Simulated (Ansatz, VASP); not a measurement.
# Si: VASP beside Ansatz

```
Si
1.0
     2.60500    0.00000    0.00000
    -1.30250    2.25600    0.00000
     0.00000    0.00000    4.29732
Si
2
Direct
  0.33333 0.66667 0.25000
  0.66667 0.33333 0.75000
```

Alike in both runs: functional PBE; k mesh 17 × 17 × 9; occupations fermi-dirac, width 0.08 eV; no spin polarisation.

Ansatz relaxed the structure, and its values are those at the end. VASP's run is a single point on that final structure, the one shown.

```csv
,VASP,Ansatz
version,VASP 6.6.1,Ansatz 0.2.0
potentials or method,"VASP PAW PBE potentials, release 64 (Si)","PAW with Ansatz's default frozen-core files, scalar-relativistic"
plane-wave cutoff (eV),520,420
valence electrons in the cell,8,8
```

```tsv
	VASP	Ansatz	Ansatz less VASP
pressure (GPa)	14.7	14.8	+0.08
```
